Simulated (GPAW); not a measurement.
# A Nb chain with a C atom bridging one bond: transmission at several levels

Wanted: the zero-bias transmission of a Nb chain with a C atom bridging one bond on a ladder of levels, with run times.

Method: GPAW LCAO, PAW setups; Landauer transmission from Green's functions with principal layers (ASE), zero bias, in GPAW 26.7.0.

Most raw output is cut from this account.

### Step 1. Set-up

The cell holds 15 atoms: 14 Nb and 1 C. Its edges and angles: a = 9.000 Å, b = 9.000 Å, c = 33.100 Å, α = 90.0°, β = 90.0°, γ = 90.0°. Regions: left lead, 7 atoms (7 Nb); channel, 1 atom (1 C); right lead, 7 atoms (7 Nb). Vacuum lies along a and b. The structure is stacked along c, and the current runs across the ab planes.

Structure file:

```cif
data_structure
_symmetry_space_group_name_H-M 'P 1'
_symmetry_Int_Tables_number 1
_cell_length_a 9.0000
_cell_length_b 9.0000
_cell_length_c 33.1000
_cell_angle_alpha 90.000
_cell_angle_beta 90.000
_cell_angle_gamma 90.000
_cell_volume 2681.10
loop_
_atom_site_label
_atom_site_type_symbol
_atom_site_fract_x
_atom_site_fract_y
_atom_site_fract_z
_atom_site_occupancy
Nb1 Nb 0.50000 0.50000 0.03550 1
Nb2 Nb 0.50000 0.50000 0.10650 1
Nb3 Nb 0.50000 0.50000 0.17749 1
Nb4 Nb 0.50000 0.50000 0.24849 1
Nb5 Nb 0.50000 0.50000 0.31949 1
Nb6 Nb 0.50000 0.50000 0.39048 1
Nb7 Nb 0.50000 0.50000 0.46148 1
C8 C 0.62984 0.50000 0.50000 1
Nb9 Nb 0.50000 0.50000 0.53852 1
Nb10 Nb 0.50000 0.50000 0.60952 1
Nb11 Nb 0.50000 0.50000 0.68051 1
Nb12 Nb 0.50000 0.50000 0.75151 1
Nb13 Nb 0.50000 0.50000 0.82251 1
Nb14 Nb 0.50000 0.50000 0.89350 1
Nb15 Nb 0.50000 0.50000 0.96450 1
```

### Step 2. GPAW, dzp

The script solves lead and junction separately, takes H and S in the orbital basis, and joins semi-infinite leads through their self-energies; the dzp basis is the working standard.

Input file run.py:

```python
import json
import numpy as np
from ase import Atoms
from ase.transport.calculators import TransportCalculator
from gpaw import GPAW, FermiDirac
from gpaw.lcao.tools import get_lcao_hamiltonian
from scipy.linalg import eigh

# The junction with lead layers at both ends, along the third cell vector
device = Atoms(
    ['Nb', 'Nb', 'Nb', 'Nb', 'Nb', 'Nb', 'Nb', 'C', 'Nb', 'Nb', 'Nb', 'Nb', 'Nb', 'Nb', 'Nb'],
    positions=[
        [4.50000, 4.50000, 1.17500],
        [4.50000, 4.50000, 3.52500],
        [4.50000, 4.50000, 5.87500],
        [4.50000, 4.50000, 8.22500],
        [4.50000, 4.50000, 10.57500],
        [4.50000, 4.50000, 12.92500],
        [4.50000, 4.50000, 15.27500],
        [5.66857, 4.50000, 16.55000],
        [4.50000, 4.50000, 17.82500],
        [4.50000, 4.50000, 20.17500],
        [4.50000, 4.50000, 22.52500],
        [4.50000, 4.50000, 24.87500],
        [4.50000, 4.50000, 27.22500],
        [4.50000, 4.50000, 29.57500],
        [4.50000, 4.50000, 31.92500]],
    cell=[[9.0, 0.0, 0.0], [0.0, 9.0, 0.0], [0.0, 0.0, 33.1]],
    pbc=True)

# One principal layer of the lead: the first 5 atoms of the device
lead = Atoms(
    ['Nb', 'Nb', 'Nb', 'Nb', 'Nb'],
    positions=[
        [4.50000, 4.50000, 1.17500],
        [4.50000, 4.50000, 3.52500],
        [4.50000, 4.50000, 5.87500],
        [4.50000, 4.50000, 8.22500],
        [4.50000, 4.50000, 10.57500]],
    cell=[[9.0, 0.0, 0.0], [0.0, 9.0, 0.0], [0.0, 0.0, 11.75]],
    pbc=True)

settings = dict(mode='lcao', basis='dzp', xc='PBE', h=0.2,
                occupations=FermiDirac(0.1), maxiter=250,
                mixer=dict(beta=0.1, nmaxold=8, weight=100.0),
                convergence=dict(density=0.0001))
energies = np.arange(-2, 2 + 1e-9, 0.05)
eta = 0.0001
n1, n2 = 1, 1
# k and -k transmit alike, so half of the mesh across the current serves
mesh = [(i, j) for i in range(n1) for j in range(n2) if (i, j) <= (-i % n1, -j % n2)]
weights = np.array([1 if (i, j) == (-i % n1, -j % n2) else 2 for i, j in mesh]) / (n1 * n2)

# [... helper functions left out ...]
fermi_lead = ground_state(lead, (1, 1, 10), 'lead.txt')
fermi_device = ground_state(device, (1, 1, 3), 'device.txt')
# [... loop over the mesh left out, but for ...]
        # Shift the lead onto the potential of the device's first layer
        shift = ((H[:, 0, 0] - H0[:, 0, 0]) / S0[0, 0]).real.mean()
# [...]
kT = 8.617333e-5 * 300
bias = [0.1, 0.2, 0.5, 1.0, 1.5, 2.0]
# [... integrals and printing left out ...]
```

Started as:

```console
> OMP_NUM_THREADS=1 OPENBLAS_NUM_THREADS=1 python run.py
```

It took 3.9 min on 1 thread of Arm Neoverse V1, shared host; peak memory 1.4 GiB.

Numbers from this step:

* conductance: 4.456 G₀
* thermopower: -2.149 μV/K
* largest coupling past the next principal layer: 3.08e-7 eV
* largest misfit of the first principal layer: 0.02385 eV
* shift that aligns the lead: 0.008589 eV
* basis functions of the junction: 419
* basis functions of a principal layer: 145
* transmission at the Fermi level (one spin): 4.462

One spin. The transmission, zone mean by energy, zero at the Fermi level:

energy (eV), transmission, zone mean and a bar from the least value:
```
   -2.000       1.24 
   -1.800       1.25 
   -1.600       1.24 
   -1.450       2.25 ########
   -1.400       1.49 ##
   -1.200       1.70 ####
   -1.000       1.86 #####
   -0.800       2.00 ######
   -0.600       2.29 ########
   -0.550       2.39 #########
   -0.400       2.83 #############
   -0.200       4.06 ######################
    0.000       4.46 ##########################
    0.200       4.63 ###########################
    0.400       4.76 ############################
    0.600       4.91 #############################
    0.800       5.00 ##############################
    0.900       5.01 ##############################
    1.000       4.99 ##############################
    1.200       4.82 ############################
    1.400       4.40 #########################
    1.600       3.53 ##################
    1.800       1.98 ######
    2.000       1.66 ###
```

Not self-consistent under bias; the bias window is split evenly. Current through one cell, from the zero-bias transmission against bias:

```csv
bias (V),"current through one cell, from the zero-bias transmission (mA)"
0.100,0.0345
0.200,0.0689
0.500,0.170
1.000,0.321
1.500,0.459
2.000,0.593
```

The transmission of the three most open eigenchannels by energy, zero at the Fermi level:

```
energy (eV)  channel 1  channel 2  channel 3
     -2.000      0.993      0.143     0.0985
     -1.800      0.999      0.137      0.113
     -1.600      0.998      0.130      0.111
     -1.400      0.995      0.368     0.0700
     -1.200      0.996      0.489      0.186
     -1.000      0.999      0.587      0.276
     -0.800      0.994      0.614      0.341
     -0.600      0.992      0.645      0.411
     -0.400      0.990      0.661      0.594
     -0.200      0.987      0.904      0.838
      0.000      0.988      0.937      0.889
      0.200      0.991      0.945      0.913
      0.400      0.993      0.955      0.952
      0.600      0.996      0.992      0.958
      0.800      0.998      0.992      0.961
      1.000      0.997      0.973      0.927
      1.200      0.990      0.958      0.875
      1.400      0.972      0.889      0.864
      1.600      0.937      0.860      0.696
      1.800      0.942      0.808      0.191
      2.000      0.877      0.783    0.00120
```

Couplings past the next layer reach 3.1e-7 eV, small enough to drop; the matrix elements of the cell's first layer differ from the bulk lead's by up to 0.024 eV. That layer keeps its own values in the calculation, and only beyond it is the lead taken as perfect. The Fermi levels of lead and junction count from different zeros of potential, one for each periodic cell; with both set to zero, the small remaining shift is what aligns them. By hand: G = 4.456 × 77.48 μS = 345 μS, a resistance of 2.90 kΩ; at 0.1 V a linear junction would pass 34.5 μA, and the integral over the bias window gives 34.5 μA. Mott's formula, S = -(π²/3)(k_B²T/e) d ln T/dE, has the prefactor 7.33 μV/K·eV at 300 K; T = 4.392 at -0.05 eV and 4.522 at 0.05 eV give a slope of 0.290 per eV and S = -2.13 μV/K, beside -2.15 μV/K from the thermal integral, which interpolates the same grid.

### Step 3. GPAW, szp: basis = "szp(dzp)"

The second zeta is dropped, the polarisation orbitals stay.

Changes to run.py since step 2:

```diff
@@ -42,3 +42,3 @@
 
-settings = dict(mode='lcao', basis='dzp', xc='PBE', h=0.2,
+settings = dict(mode='lcao', basis='szp(dzp)', xc='PBE', h=0.2,
                 occupations=FermiDirac(0.1), maxiter=250,
```

The job ended after 2.3 min (1 thread; peak memory 1.3 GiB).

This step gave:

| Quantity | Value |
| --- | --- |
| conductance | 4.481 G₀ |
| thermopower | -2.218 μV/K |
| largest coupling past the next principal layer | 3.00e-7 eV |
| largest misfit of the first principal layer | 0.03147 eV |
| shift that aligns the lead | 0.005066 eV |
| basis functions of the junction | 233 |
| basis functions of a principal layer | 80 |
| transmission at the Fermi level (one spin) | 4.487 |

One spin. The transmission, zone mean by energy, zero at the Fermi level:

```
energy (eV)  transmission, zone mean
      -2.00                     1.25
      -1.85                     1.28
      -1.70                     1.29
      -1.60                     1.29
      -1.45                     1.29
      -1.30                     1.27
      -1.15                     1.55
      -1.05                     1.64
      -0.90                     1.78
      -0.75                     1.95
      -0.60                     2.22
      -0.50                     2.45
      -0.35                     3.36
      -0.20                     4.09
      -0.05                     4.41
       0.00                     4.49
       0.05                     4.55
       0.20                     4.67
       0.35                     4.77
       0.50                     4.89
       0.60                     4.96
       0.75                     5.03
       0.90                     5.08
       0.95                     5.09
       1.05                     5.08
       1.15                     5.01
       1.30                     4.82
       1.45                     4.49
       1.60                     4.00
       1.70                     3.56
       1.85                     2.21
       2.00                     1.54
```

Not self-consistent under bias; the bias window is split evenly. The current through one cell, from the zero-bias transmission by bias:

| bias (V) | current through one cell, from the zero-bias transmission (mA) |
| --- | --- |
| 0.100 | 0.0347 |
| 0.200 | 0.0693 |
| 0.500 | 0.171 |
| 1.000 | 0.325 |
| 1.500 | 0.463 |
| 2.000 | 0.596 |

Transmission of the three most open eigenchannels against energy, zero at the Fermi level:

| energy (eV) | channel 1 | channel 2 | channel 3 |
| --- | --- | --- | --- |
| -2.00 | 0.978 | 0.145 | 0.129 |
| -1.85 | 0.992 | 0.145 | 0.143 |
| -1.70 | 0.998 | 0.161 | 0.134 |
| -1.60 | 0.999 | 0.174 | 0.121 |
| -1.45 | 0.998 | 0.198 | 0.0928 |
| -1.30 | 0.995 | 0.220 | 0.0562 |
| -1.15 | 0.995 | 0.452 | 0.0784 |
| -1.05 | 0.995 | 0.517 | 0.130 |
| -0.90 | 0.994 | 0.577 | 0.194 |
| -0.75 | 0.993 | 0.618 | 0.259 |
| -0.60 | 0.991 | 0.647 | 0.337 |
| -0.50 | 0.990 | 0.662 | 0.407 |
| -0.35 | 0.986 | 0.805 | 0.740 |
| -0.20 | 0.984 | 0.901 | 0.841 |
| -0.05 | 0.983 | 0.930 | 0.889 |
| 0.00 | 0.984 | 0.937 | 0.902 |
| 0.05 | 0.984 | 0.942 | 0.912 |
| 0.20 | 0.986 | 0.949 | 0.932 |
| 0.35 | 0.989 | 0.957 | 0.954 |
| 0.50 | 0.992 | 0.982 | 0.957 |
| 0.60 | 0.995 | 0.992 | 0.956 |
| 0.75 | 0.998 | 0.997 | 0.954 |
| 0.90 | 0.999 | 0.983 | 0.957 |
| 1.05 | 0.998 | 0.956 | 0.923 |
| 1.15 | 0.996 | 0.942 | 0.895 |
| 1.30 | 0.989 | 0.908 | 0.885 |
| 1.45 | 0.976 | 0.895 | 0.866 |
| 1.60 | 0.956 | 0.859 | 0.840 |
| 1.70 | 0.938 | 0.853 | 0.764 |
| 1.85 | 0.869 | 0.847 | 0.349 |
| 2.00 | 0.807 | 0.728 | 5.9e-5 |

The conductance, 4.48 G₀, lies 0.5 % above that of the dzp run.

### Step 4. Minimal basis

One function for each valence shell of the setup, as for a first survey of a large system.

Changes to run.py since step 3:

```diff
@@ -42,3 +42,3 @@
 
-settings = dict(mode='lcao', basis='szp(dzp)', xc='PBE', h=0.2,
+settings = dict(mode='lcao', basis='sz(dzp)', xc='PBE', h=0.2,
                 occupations=FermiDirac(0.1), maxiter=250,
```

The job ended after 1.7 min (1 thread; peak memory 1.2 GiB).

Numbers from this step:

```
conductance                                    : 4.462 G₀
thermopower                                    : -2.110 μV/K
largest coupling past the next principal layer : 2.93e-7 eV
largest misfit of the first principal layer    : 0.03548 eV
shift that aligns the lead                     : 0.003848 eV
basis functions of the junction                : 186
basis functions of a principal layer           : 65
transmission at the Fermi level (one spin)     : 4.469
```

The conductance equals that of the dzp run to 0.2 %.

### Step 5. LDA in the dzp basis: xc = "LDA"

Back in the dzp basis, the functional changes from PBE to LDA, to set the spread between functionals beside that between bases.

Changes to run.py since step 4:

```diff
@@ -42,3 +42,3 @@
 
-settings = dict(mode='lcao', basis='sz(dzp)', xc='PBE', h=0.2,
+settings = dict(mode='lcao', basis='dzp', xc='LDA', h=0.2,
                 occupations=FermiDirac(0.1), maxiter=250,
```

It took 3.7 min on 1 thread; peak memory 1.4 GiB.

This step gave:

| Item | Value |
| --- | --- |
| conductance | 4.505 G₀ |
| thermopower | -2.188 μV/K |
| largest coupling past the next principal layer | 1.93e-7 eV |
| largest misfit of the first principal layer | 0.02501 eV |
| shift that aligns the lead | 0.005875 eV |
| basis functions of the junction | 419 |
| basis functions of a principal layer | 145 |
| transmission at the Fermi level (one spin) | 4.513 |

One spin. Transmission, zone mean against energy, zero at the Fermi level:

energy (eV), transmission, zone mean and a bar from the least value:
```
    -2.00       1.22 
    -1.85       1.24 
    -1.70       1.24 
    -1.60       1.23 
    -1.50       1.92 #####
    -1.45       1.46 ##
    -1.30       1.65 ###
    -1.15       1.75 ####
    -1.05       1.81 #####
    -0.90       1.92 ######
    -0.75       2.07 #######
    -0.60       2.30 ########
    -0.50       2.53 ##########
    -0.35       3.40 #################
    -0.20       4.10 #######################
    -0.05       4.44 #########################
     0.00       4.51 ##########################
     0.05       4.57 ##########################
     0.20       4.68 ###########################
     0.35       4.75 ############################
     0.50       4.86 #############################
     0.60       4.94 #############################
     0.75       5.00 ##############################
     0.90       5.03 ##############################
     1.05       4.99 ##############################
     1.15       4.90 #############################
     1.30       4.68 ###########################
     1.45       4.29 ########################
     1.60       3.61 ###################
     1.70       2.58 ###########
     1.85       1.82 #####
     2.00       1.65 ###
```

The conductance, 4.51 G₀, lies 1.1 % above that of the dzp run.

### Step 6. Cost and result by level

Times are for 1 thread of Arm Neoverse V1, shared host. The runs compared:

```
no.      run  conductance (G₀)     time  memory (GiB)
  1      dzp             4.456  3.9 min           1.4
  2      szp             4.481  2.3 min           1.3
  3       sz             4.462  1.7 min           1.2
  4  dzp LDA             4.505  3.7 min           1.4
```

### Step 7. The levels side by side

The curves are compared point by point over the common energies.

This step: comparison of transmission and cost over codes and levels (GPAW 26.7.0).

Ladder, by row:

```csv
step,code,T at the Fermi level (sum over the listed spins),conductance (G0),r.m.s. T(E) from the first,wall time (s),peak memory (GiB),threads
dzp,GPAW,4.462,4.456,0,232.7,1.4,1
szp,GPAW,4.487,4.481,0.2974,135.9,1.31,1
sz,GPAW,4.469,4.462,0.3653,104.2,1.24,1
dzp-LDA,GPAW,4.513,4.505,0.1507,223.8,1.4,1
```

The transmission, zone mean, sum over the listed spins by energy, zero at the Fermi level:

| energy (eV) | dzp | szp | sz | dzp-LDA |
| --- | --- | --- | --- | --- |
| -2.000 | 1.24 | 1.25 | 1.31 | 1.22 |
| -1.800 | 1.25 | 1.29 | 1.33 | 1.24 |
| -1.600 | 1.24 | 1.29 | 1.33 | 1.23 |
| -1.450 | 2.25 | 1.29 | 1.32 | 1.46 |
| -1.400 | 1.49 | 1.28 | 1.31 | 1.54 |
| -1.200 | 1.70 | 1.49 | 1.47 | 1.72 |
| -1.000 | 1.86 | 1.69 | 1.66 | 1.85 |
| -0.800 | 2.00 | 1.88 | 1.86 | 2.01 |
| -0.600 | 2.29 | 2.22 | 2.20 | 2.30 |
| -0.550 | 2.39 | 2.33 | 2.31 | 2.40 |
| -0.400 | 2.83 | 2.79 | 2.80 | 2.86 |
| -0.200 | 4.06 | 4.09 | 4.08 | 4.10 |
| 0.000 | 4.46 | 4.49 | 4.47 | 4.51 |
| 0.200 | 4.63 | 4.67 | 4.64 | 4.68 |
| 0.400 | 4.76 | 4.81 | 4.77 | 4.79 |
| 0.600 | 4.91 | 4.96 | 4.91 | 4.94 |
| 0.800 | 5.00 | 5.05 | 5.02 | 5.02 |
| 0.900 | 5.01 | 5.08 | 5.06 | 5.03 |
| 0.950 | 5.00 | 5.09 | 5.08 | 5.02 |
| 1.000 | 4.99 | 5.09 | 5.09 | 5.01 |
| 1.050 | 4.96 | 5.08 | 5.10 | 4.99 |
| 1.200 | 4.82 | 4.96 | 5.04 | 4.84 |
| 1.400 | 4.40 | 4.62 | 4.76 | 4.44 |
| 1.600 | 3.53 | 4.00 | 4.18 | 3.61 |
| 1.800 | 1.98 | 2.76 | 2.87 | 2.00 |
| 2.000 | 1.66 | 1.54 | 2.12 | 1.65 |

### Step 8. Mixing 0.02

Mixing changes the road to self-consistency, not its end. The mixing history changes the road to self-consistency, not its end.

This step: GPAW LCAO, PAW setups; Landauer transmission from Green's functions with principal layers (ASE), zero bias (GPAW 26.7.0).

Changes to run.py since step 5:

```diff
@@ -42,5 +42,5 @@
 
-settings = dict(mode='lcao', basis='dzp', xc='LDA', h=0.2,
+settings = dict(mode='lcao', basis='dzp', xc='PBE', h=0.2,
                 occupations=FermiDirac(0.1), maxiter=250,
-                mixer=dict(beta=0.1, nmaxold=8, weight=100.0),
+                mixer=dict(beta=0.02, nmaxold=12, weight=100.0),
                 convergence=dict(density=0.0001))
```

Wall time 3.3 min (1 thread); peak memory 1.5 GiB.

This step gave:

* conductance: 4.453 G₀
* thermopower: -2.172 μV/K
* largest coupling past the next principal layer: 3.08e-7 eV
* largest misfit of the first principal layer: 0.02367 eV
* shift that aligns the lead: 0.007442 eV
* transmission at the Fermi level (one spin): 4.459

(Continued in part 2 of 2.)

[Logs are printed without paths, hosts, clocks, repeated set-up lines and the standing remarks that a program may print on its own settings, such as how far it seeks lower states.]

[Hosts, paths, dates, database ids (printed as entryN), source tags and the programs' standing remarks are cut or masked in the printed files.]
